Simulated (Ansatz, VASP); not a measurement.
**Mg in VASP and in Ansatz**

```
Mg
1.0
     2.49579    0.00000    0.00000
     0.00000    2.49579    0.00000
     0.00000    0.00000    2.49579
Mg
1
Direct
  0.00000 0.00000 0.00000
```

Change from the starting cell: volume scaled by 0.6, LAPW.

Alike in both runs: task single point; functional LDA; k mesh 15 × 15 × 15; occupations fermi-dirac, width 0.05 eV; no spin polarisation.

```csv
,VASP,Ansatz
version,VASP 6.6.1,Ansatz 0.2.0
potentials or method,"VASP PAW LDA potentials, release 64 (Mg), cutoff 520 eV","all-electron LAPW, scalar-relativistic"
```

```csv
,VASP,Ansatz,Ansatz less VASP
pressure (GPa),34.0,34.1,+0.07
```

Ansatz ran all-electron here, so the differences hold the error of VASP's frozen core and of both bases.

Caveats: so large a pressure means that the cell lies far from this level's equilibrium, or that cutoff or potentials fall short (VASP).
